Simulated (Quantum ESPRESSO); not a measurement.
# Sb (R-3m) in Quantum ESPRESSO: a series of runs

One crystal, Sb, is run at these levels: PBE; tasks: band structure.

Program: Quantum ESPRESSO 7.5. These are calculated values, not measurements. Logs are shortened: lines on timing, memory, paths and dates and some standing lists are left out, and cuts for length are marked.

### 1 The structure

It takes space group R-3m (No. 166, trigonal). Conventional cell: a = 4.308 Å, b = 4.308 Å, c = 11.274 Å, α = 90.00°, β = 90.00°, γ = 120.00°. Sb (site symmetry 3m) has 3 Sb at 2.91 Å as nearest neighbours.

### 2 Band structure, PBE

pw.in

```
&CONTROL
  calculation = 'scf'
  prefix = 'pwscf'
  outdir = './tmp'
  pseudo_dir = './pseudo'
  tprnfor = .true.
  tstress = .true.
  disk_io = 'low'
/
&SYSTEM
  ibrav = 0
  celldm(1) = 8
  nat = 2
  ntyp = 1
  ecutwfc = 80
  nbnd = 22
  occupations = 'smearing'
  smearing = 'fd'
  degauss = 0.00367493
/
&ELECTRONS
  conv_thr = 4d-10
  electron_maxstep = 120
  mixing_beta = 0.5
/
ATOMIC_SPECIES
Sb   121.7600 Sb.upf
CELL_PARAMETERS alat
  0.5088560022086   0.2937881498567   0.8876988470430
 -0.5088560022086   0.2937881498567   0.8876988470430
  0.0000000000000  -0.5875762997133   0.8876988470430
ATOMIC_POSITIONS crystal
Sb     0.7665100000    0.7665100000    0.7665100000
Sb     0.2334900000    0.2334900000    0.2334900000
K_POINTS automatic
8 8 8 0 0 0
```

pp_density.in

```
&INPUTPP
  prefix = 'pwscf'
  outdir = './tmp'
  filplot = 'density.dat'
  plot_num = 0
/
&PLOT
  nfile = 1
  filepp(1) = 'density.dat'
  iflag = 3
  output_format = 6
  fileout = 'density.cube'
/
```

pp_potential.in

```
&INPUTPP
  prefix = 'pwscf'
  outdir = './tmp'
  filplot = 'potential.dat'
  plot_num = 11
/
&PLOT
  nfile = 1
  filepp(1) = 'potential.dat'
  iflag = 3
  output_format = 6
  fileout = 'potential.cube'
/
```

pp_elf.in

```
&INPUTPP
  prefix = 'pwscf'
  outdir = './tmp'
  filplot = 'elf.dat'
  plot_num = 8
/
&PLOT
  nfile = 1
  filepp(1) = 'elf.dat'
  iflag = 3
  output_format = 6
  fileout = 'elf.cube'
/
```

bands.in

```
&CONTROL
  calculation = 'bands'
  prefix = 'pwscf'
  outdir = './tmp'
  pseudo_dir = './pseudo'
  disk_io = 'low'
  verbosity = 'high'
/
&SYSTEM
  ibrav = 0
  celldm(1) = 8
  nat = 2
  ntyp = 1
  ecutwfc = 80
  nbnd = 22
  occupations = 'smearing'
  smearing = 'fd'
  degauss = 0.00367493
/
&ELECTRONS
  conv_thr = 1d-08
  electron_maxstep = 120
  mixing_beta = 0.5
  diago_full_acc = .true.
  startingwfc = 'random'
/
ATOMIC_SPECIES
Sb   121.7600 Sb.upf
CELL_PARAMETERS alat
  0.5088560022086   0.2937881498567   0.8876988470430
 -0.5088560022086   0.2937881498567   0.8876988470430
  0.0000000000000  -0.5875762997133   0.8876988470430
ATOMIC_POSITIONS crystal
Sb     0.7665100000    0.7665100000    0.7665100000
Sb     0.2334900000    0.2334900000    0.2334900000
K_POINTS crystal
60
 0.0000000000  0.0000000000  0.0000000000 1
 0.0625000000  0.0000000000  0.0000000000 1
 0.1250000000  0.0000000000  0.0000000000 1
 0.1875000000  0.0000000000  0.0000000000 1
 0.2500000000  0.0000000000  0.0000000000 1
 0.3125000000  0.0000000000  0.0000000000 1
 0.3750000000  0.0000000000  0.0000000000 1
 0.4375000000  0.0000000000  0.0000000000 1
 0.5000000000  0.0000000000  0.0000000000 1
 0.5000000000  0.0399478940 -0.0399478940 1
 0.5000000000  0.0798957881 -0.0798957881 1
 0.5000000000  0.1198436821 -0.1198436821 1
 0.5000000000  0.1597915762 -0.1597915762 1
 0.5000000000  0.1997394702 -0.1997394702 1
 0.5000000000  0.2396873643 -0.2396873643 1
 0.7603126357  0.5000000000  0.2396873643 1
 0.7169271964  0.5000000000  0.2830728036 1
 0.6735417571  0.5000000000  0.3264582429 1
 0.6301563179  0.5000000000  0.3698436821 1
 0.5867708786  0.5000000000  0.4132291214 1
 0.5433854393  0.5000000000  0.4566145607 1
 0.5000000000  0.5000000000  0.5000000000 1
 0.4285714286  0.4285714286  0.4285714286 1
 0.3571428571  0.3571428571  0.3571428571 1
 0.2857142857  0.2857142857  0.2857142857 1
 0.2142857143  0.2142857143  0.2142857143 1
 0.1428571429  0.1428571429  0.1428571429 1
 0.0714285714  0.0714285714  0.0714285714 1
 0.0000000000  0.0000000000  0.0000000000 1
 0.0369843682  0.0000000000 -0.0369843682 1
 0.0739687364  0.0000000000 -0.0739687364 1
 0.1109531046  0.0000000000 -0.1109531046 1
 0.1479374729  0.0000000000 -0.1479374729 1
 0.1849218411  0.0000000000 -0.1849218411 1
 0.2219062093  0.0000000000 -0.2219062093 1
 0.2588905775  0.0000000000 -0.2588905775 1
 0.2958749457  0.0000000000 -0.2958749457 1
 0.3328593139  0.0000000000 -0.3328593139 1
 0.3698436821  0.0000000000 -0.3698436821 1
 0.6301563179  0.3698436821  0.0000000000 1
 0.5867708786  0.4132291214  0.0000000000 1
 0.5433854393  0.4566145607  0.0000000000 1
 0.5000000000  0.5000000000  0.0000000000 1
 0.5433854393  0.5433854393  0.0798957881 1
 0.5867708786  0.5867708786  0.1597915762 1
 0.6301563179  0.6301563179  0.2396873643 1
 0.6115625582  0.6115625582  0.2768748837 1
 0.5929687985  0.5929687985  0.3140624031 1
 0.5743750388  0.5743750388  0.3512499225 1
 0.5557812791  0.5557812791  0.3884374418 1
 0.5371875194  0.5371875194  0.4256249612 1
 0.5185937597  0.5185937597  0.4628124806 1
 0.5000000000  0.5000000000  0.5000000000 1
 0.5000000000  0.0000000000  0.0000000000 1
 0.5433854393  0.0616406137  0.0616406137 1
 0.5867708786  0.1232812274  0.1232812274 1
 0.6301563179  0.1849218411  0.1849218411 1
 0.6735417571  0.2465624548  0.2465624548 1
 0.7169271964  0.3082030685  0.3082030685 1
 0.7603126357  0.3698436821  0.3698436821 1
```

Potentials or basis: PseudoDojo 0.4.1 SR PBE standard.

The run is started by

```console
> OMP_NUM_THREADS=1 pw.x -in pw.in > pw.out
> OMP_NUM_THREADS=1 pp.x -in pp_density.in > pp_density.out
> OMP_NUM_THREADS=1 pp.x -in pp_potential.in > pp_potential.out
> OMP_NUM_THREADS=1 pp.x -in pp_elf.in > pp_elf.out
> OMP_NUM_THREADS=1 pw.x -in bands.in > bands.out
```

pw.out:

```text
This program is part of the open-source Quantum ESPRESSO suite
     for quantum simulation of materials; please cite
         "P. Giannozzi et al., J. Phys.:Condens. Matter 21 395502 (2009);
         "P. Giannozzi et al., J. Phys.:Condens. Matter 29 465901 (2017);
         "P. Giannozzi et al., J. Chem. Phys. 152 154105 (2020);
     in publications or presentations arising from this work. More details at

     Message from routine setup:
     using ibrav=0 with symmetry is DISCOURAGED, use correct ibrav instead

     G-vector sticks info
     --------------------
     sticks:   dense  smooth     PW     G-vecs:    dense   smooth      PW
     Sum        1549    1549    467                39383    39383    6407

     Using Slab Decomposition

     bravais-lattice index     =            0
     lattice parameter (alat)  =       8.0000  a.u.
     unit-cell volume          =     407.6768 (a.u.)^3
     number of atoms/cell      =            2
     number of atomic types    =            1
     number of electrons       =        30.00
     number of Kohn-Sham states=           22
     kinetic-energy cutoff     =      80.0000  Ry
     charge density cutoff     =     320.0000  Ry
     scf convergence threshold =      4.0E-10
     mixing beta               =       0.5000
     number of iterations used =            8  plain     mixing
     Exchange-correlation= PBE
                           (   1   4   3   4   0   0   0)

     celldm(1)=   8.000000  celldm(2)=   0.000000  celldm(3)=   0.000000
     celldm(4)=   0.000000  celldm(5)=   0.000000  celldm(6)=   0.000000

     crystal axes: (cart. coord. in units of alat)
               a(1) = (   0.508856   0.293788   0.887699 )
               a(2) = (  -0.508856   0.293788   0.887699 )
               a(3) = (   0.000000  -0.587576   0.887699 )

     reciprocal axes: (cart. coord. in units 2 pi/alat)
               b(1) = (  0.982596  0.567302  0.375503 )
               b(2) = ( -0.982596  0.567302  0.375503 )
               b(3) = (  0.000000 -1.134604  0.375503 )

     PseudoPot. # 1 for Sb read from file:
     Sb.upf
     Pseudo is Norm-conserving + core correction, Zval = 15.0
     Generated using ONCVPSP code by D. R. Hamann
     Using radial grid of 1434 points,  6 beta functions with:
                l(1) =   0
                l(2) =   0
                l(3) =   1
                l(4) =   1
                l(5) =   2
                l(6) =   2

     atomic species   valence    mass     pseudopotential
     Sb               15.00   121.76000     Sb( 1.00)

     12 Sym. Ops., with inversion, found

   Cartesian axes

     site n.     atom                  positions (alat units)
         1        Sb     tau(   1) = (  -0.0000000   0.0000000   2.0412901  )
         2        Sb     tau(   2) = (   0.0000000   0.0000000   0.6218064  )

     number of k points=    65  Fermi-Dirac smearing, width (Ry)=  0.0037
                       cart. coord. in units 2pi/alat
        k(    1) = (   0.0000000   0.0000000   0.0000000), wk =   0.0039062
        k(    2) = (   0.0000000  -0.1418256   0.0469378), wk =   0.0234375
        k(    3) = (   0.0000000  -0.2836511   0.0938757), wk =   0.0234375
        k(    4) = (   0.0000000  -0.4254767   0.1408135), wk =   0.0234375
        k(    5) = (  -0.0000000   0.5673022  -0.1877514), wk =   0.0117188
        k(    6) = (  -0.1228245  -0.0709128   0.0938757), wk =   0.0234375
[... 57 lines left out ...]
        k(   64) = (   0.8597717   0.3545639  -0.1877514), wk =   0.0234375
        k(   65) = (  -0.0000000   0.0000000  -0.5632541), wk =   0.0039062

     Dense  grid:    39383 G-vectors     FFT dimensions: (  50,  50,  50)

     Initial potential from superposition of free atoms

     starting charge      29.9989, renormalised to      30.0000
     Starting wfcs are   18 randomized atomic wfcs +    4 random wfcs

     Self-consistent Calculation

     iteration #  1     ecut=    80.00 Ry     beta= 0.50
     Davidson diagonalization with overlap
     ethr =  1.00E-02,  avg # of iterations =  5.6

     Threshold (ethr) on eigenvalues was too large:
     Diagonalizing with lowered threshold

     Davidson diagonalization with overlap
     ethr =  2.70E-05,  avg # of iterations =  6.6

     total energy              =    -363.81737465 Ry
     estimated scf accuracy    <       0.00811514 Ry

     iteration #  2     ecut=    80.00 Ry     beta= 0.50
     Davidson diagonalization with overlap
     ethr =  2.71E-05,  avg # of iterations =  1.0
[... 4 lines left out ...]
     iteration #  3     ecut=    80.00 Ry     beta= 0.50
     Davidson diagonalization with overlap
     ethr =  5.85E-06,  avg # of iterations =  1.7

     total energy              =    -363.81772136 Ry
     estimated scf accuracy    <       0.00005548 Ry

     iteration #  4     ecut=    80.00 Ry     beta= 0.50
     Davidson diagonalization with overlap
     c_bands:  1 eigenvalues not converged
     ethr =  1.85E-07,  avg # of iterations =  6.8

     total energy              =    -363.81775741 Ry
     estimated scf accuracy    <       0.00000717 Ry

     iteration #  5     ecut=    80.00 Ry     beta= 0.50
     Davidson diagonalization with overlap
     ethr =  2.39E-08,  avg # of iterations =  2.2

     total energy              =    -363.81775856 Ry
     estimated scf accuracy    <       0.00000029 Ry
[... 19 lines left out ...]
     total energy              =    -363.81775866 Ry
     estimated scf accuracy    <          5.7E-10 Ry

     iteration #  9     ecut=    80.00 Ry     beta= 0.50
     Davidson diagonalization with overlap
     ethr =  1.90E-12,  avg # of iterations =  2.0

     End of self-consistent calculation

          k = 0.0000 0.0000 0.0000 (  4917 PWs)   bands (ev):

   -18.9608 -18.9608 -18.8746 -18.8746 -18.8510 -18.7617 -18.7617 -18.7562
   -18.6788 -18.6788  -2.1978   5.7076   8.4652   8.7365   8.7365  12.6227
    13.2423  13.2423  15.6808  15.6808  15.8203  17.2298

          k = 0.0000-0.1418 0.0469 (  4931 PWs)   bands (ev):

   -18.9547 -18.9519 -18.8716 -18.8695 -18.8472 -18.7657 -18.7645 -18.7599
   -18.6879 -18.6854  -2.0253   4.9839   8.5059   8.6954   9.0035  12.5115
    12.8022  12.8373  15.1477  15.5888  15.7872  18.3751
[... 109 lines left out ...]
          k = 0.4913 0.2837-0.3755 (  4928 PWs)   bands (ev):

   -18.9542 -18.8783 -18.8653 -18.8149 -18.8124 -18.8092 -18.7964 -18.7857
   -18.7518 -18.6824   0.1746   2.5266   5.0932   6.7760   6.8718  12.0722
    15.4741  16.0587  17.4512  19.6534  20.7548  21.2258

          k = 0.0000 0.0000 0.1408 (  4919 PWs)   bands (ev):

   -18.9549 -18.9549 -18.8722 -18.8722 -18.8486 -18.7635 -18.7635 -18.7583
   -18.6852 -18.6852  -2.0569   4.9080   8.7694   8.7694   9.0067  12.5252
    12.7586  12.7586  15.4444  15.8891  15.8891  18.0470

          k = 0.0000-0.1418 0.1878 (  4921 PWs)   bands (ev):

   -18.9494 -18.9397 -18.8673 -18.8667 -18.8439 -18.7682 -18.7670 -18.7632
   -18.7019 -18.6903  -1.7936   4.1724   7.7568   9.0790   9.9704  11.6992
    11.7509  13.5177  15.3421  15.8500  16.6909  18.1587
[... 109 lines left out ...]
          k = 0.6141 0.0709-0.2347 (  4912 PWs)   bands (ev):

   -18.9366 -18.8624 -18.8521 -18.8301 -18.8257 -18.8053 -18.7925 -18.7810
   -18.7600 -18.7054   0.6086   1.4618   5.4823   6.4691   8.7658  11.9562
    14.4381  15.4929  15.8767  17.3031  20.3130  21.2327

          k = 0.6141-0.0709-0.1878 (  4900 PWs)   bands (ev):

   -18.9280 -18.8473 -18.8404 -18.8317 -18.8262 -18.8250 -18.7948 -18.7736
   -18.7697 -18.7154   0.5896   0.9928   6.2778   7.4635   9.0940  10.9303
    13.6641  14.1299  16.7343  17.0380  19.5546  19.6367

          k = 0.4913 0.2837-0.2347 (  4917 PWs)   bands (ev):

   -18.9487 -18.8760 -18.8641 -18.8155 -18.8121 -18.8116 -18.7974 -18.7840
   -18.7529 -18.6887   0.1307   2.2799   5.3745   7.0311   7.1439  12.3937
    14.6655  15.4453  16.4697  19.8767  20.1742  21.1733
[... 7 lines left out ...]
          k = 0.3685 0.2127-0.1408 (  4914 PWs)   bands (ev):

   -18.9503 -18.8766 -18.8683 -18.8315 -18.8206 -18.7980 -18.7942 -18.7739
   -18.7521 -18.6878  -0.7329   2.8767   7.0179   7.3952   7.5780  12.5496
    13.6756  13.9685  14.8135  18.9534  18.9889  20.2758

          k = 0.0000 0.0000 0.2816 (  4934 PWs)   bands (ev):

   -18.9393 -18.9393 -18.8661 -18.8661 -18.8423 -18.7683 -18.7683 -18.7640
   -18.7021 -18.7021  -1.6494   3.4896   8.8827   8.8827   9.6600  11.8309
    11.8309  12.2267  15.5734  16.6600  16.6600  19.9216

          k = 0.0000-0.1418 0.3286 (  4951 PWs)   bands (ev):

   -18.9369 -18.9217 -18.8617 -18.8603 -18.8379 -18.7735 -18.7707 -18.7682
   -18.7217 -18.7039  -1.3134   2.9774   7.3957   9.2567  10.5934  10.9981
    11.0202  13.6613  15.7811  16.5006  18.3564  19.1655
[... 97 lines left out ...]
          k =-0.0000 0.0000-0.5633 (  4934 PWs)   bands (ev):

   -18.9124 -18.9124 -18.8566 -18.8566 -18.8311 -18.7748 -18.7748 -18.7742
   -18.7316 -18.7316  -0.6642   1.5419   9.2156   9.2156  10.0639  10.6587
    10.6587  11.6465  17.6127  19.4936  19.4939  19.8745

     the Fermi energy is    10.6213 ev

!    total energy              =    -363.81775866 Ry
     estimated scf accuracy    <          4.6E-11 Ry
     smearing contrib. (-TS)   =      -0.00022353 Ry
     internal energy E=F+TS    =    -363.81753513 Ry

     The total energy is F=E-TS. E is the sum of the following terms:
     one-electron contribution =    -145.82728365 Ry
     hartree contribution      =      88.70312006 Ry
     xc contribution           =     -90.98440136 Ry
     ewald contribution        =    -215.70897019 Ry

     convergence has been achieved in   9 iterations

     Forces acting on atoms (cartesian axes, Ry/au):

     atom    1 type  1   force =     0.00000000   -0.00000000   -0.00701783
     atom    2 type  1   force =    -0.00000000    0.00000000    0.00701783

     Total force =     0.009925     Total SCF correction =     0.000036

     Computing stress (Cartesian axis) and pressure

          total   stress  (Ry/bohr**3)                   (kbar)     P=       26.57
   0.00019470  -0.00000000  -0.00000000           28.64       -0.00       -0.00
  -0.00000000   0.00019470  -0.00000000           -0.00       28.64       -0.00
  -0.00000000  -0.00000000   0.00015244           -0.00       -0.00       22.43

=------------------------------------------------------------------------------=
   JOB DONE.
=------------------------------------------------------------------------------=
```

It took 5.1 min on 1 thread of Intel Xeon Platinum 8259CL at 2.50GHz (Skylake/Cascade Lake), shared host; peak memory 0.18 GiB.

Results:

```
Free energy            : -4949.9928 eV
Pressure               : 2.7 GPa
Largest force          : 0.180 eV/Å
Band gap on the k mesh : none (metal or under the smearing width)
```

Forces on the atoms (eV/Å):
```
Sb   0.000  0.000 -0.180
Sb   0.000  0.000  0.180
```

Stress tensor (GPa, compression positive):
```
2.86 0.00 0.00
0.00 2.86 0.00
0.00 0.00 2.24
```

Levels at the corners of the path, in eV from the Fermi level:
```tsv
point	band 12	band 13	band 14	band 15	band 16	band 17	band 18	band 19
Γ	-4.91	-2.16	-1.88	-1.88	2.00	2.62	2.62	5.06
L	-9.73	-2.03	-1.91	-0.38	-0.29	0.09	0.40	7.58
B1	-9.14	-5.08	-4.94	-0.83	0.60	4.54	4.60	5.94
B	-9.14	-5.08	-4.94	-0.83	0.60	4.54	4.60	5.94
Z	-9.08	-1.41	-1.41	-0.56	0.04	0.04	1.03	6.99
Γ	-4.91	-2.16	-1.88	-1.88	2.00	2.62	2.62	5.06
X	-9.21	-5.39	-3.27	-3.02	2.72	3.11	4.08	5.84
Q	-9.21	-5.39	-3.27	-3.02	2.72	3.11	4.08	5.84
F	-8.09	-5.53	-3.85	-3.75	1.45	4.85	5.44	6.83
P1	-8.81	-5.44	-3.31	-2.82	2.38	3.09	4.53	5.93
Z	-9.08	-1.41	-1.41	-0.56	0.04	0.04	1.03	6.99
L	-9.73	-2.03	-1.91	-0.38	-0.29	0.09	0.40	7.58
P	-8.81	-5.44	-3.31	-2.82	2.38	3.09	4.53	5.93
```

Caveat: some levels on the path didn't converge; spin-orbit coupling is left out, which moves the levels of the heavy elements.

### 3 Band structure, PBE, spin-orbit coupling, no magnetisation

Changes to pw.in since step 2:

```diff
@@ -15,3 +15,3 @@
   ecutwfc = 80
-  nbnd = 22
+  nbnd = 44
   occupations = 'smearing'
@@ -19,2 +19,4 @@
   degauss = 0.00367493
+  noncolin = .true.
+  lspinorb = .true.
 /
```

Changes to bands.in since step 2:

```diff
@@ -14,3 +14,3 @@
   ecutwfc = 80
-  nbnd = 22
+  nbnd = 44
   occupations = 'smearing'
@@ -18,2 +18,4 @@
   degauss = 0.00367493
+  noncolin = .true.
+  lspinorb = .true.
 /
```

Potentials or basis: PseudoDojo 0.4 FR PBE standard.

The run is started by

```console
> OMP_NUM_THREADS=1 pw.x -in pw.in > pw.out
> OMP_NUM_THREADS=1 pw.x -in bands.in > bands.out
```

Wall time 18 min (1 thread of Intel Xeon Platinum 8259CL at 2.50GHz (Skylake/Cascade Lake), shared host); peak memory 0.57 GiB.

Results (log left out):

| Property | Result |
| --- | --- |
| Free energy | -4948.3553 eV |
| Pressure | 2.8 GPa |
| Largest force | 0.183 eV/Å |
| Band gap on the k mesh | none (metal or under the smearing width) |

Forces on the atoms (eV/Å):
```
Sb   0.000  0.000 -0.183
Sb   0.000  0.000  0.183
```

Stress tensor (GPa, compression positive):
```
3.05 0.00 0.00
0.00 3.05 0.00
0.00 0.00 2.33
```

Levels at the corners of the path, in eV from the Fermi level:
```tsv
point	band 27	band 28	band 29	band 30	band 31	band 32	band 33	band 34
Γ	-1.76	-1.76	-1.58	-1.58	1.82	1.82	2.59	2.59
L	-1.91	-1.91	-0.36	-0.36	-0.25	-0.25	0.20	0.20
B1	-4.90	-4.90	-0.80	-0.80	0.64	0.64	4.52	4.52
B	-4.90	-4.90	-0.80	-0.80	0.64	0.64	4.52	4.52
Z	-1.12	-1.12	-0.61	-0.61	-0.03	-0.03	0.29	0.29
Γ	-1.76	-1.76	-1.58	-1.58	1.82	1.82	2.59	2.59
X	-3.32	-3.32	-2.89	-2.89	2.63	2.63	3.27	3.27
Q	-3.32	-3.32	-2.89	-2.89	2.63	2.63	3.27	3.27
F	-3.98	-3.98	-3.55	-3.55	1.50	1.50	4.72	4.72
P1	-3.34	-3.34	-2.71	-2.71	2.37	2.37	3.15	3.15
Z	-1.12	-1.12	-0.61	-0.61	-0.03	-0.03	0.29	0.29
L	-1.91	-1.91	-0.36	-0.36	-0.25	-0.25	0.20	0.20
P	-3.34	-3.34	-2.71	-2.71	2.37	2.37	3.15	3.15
```
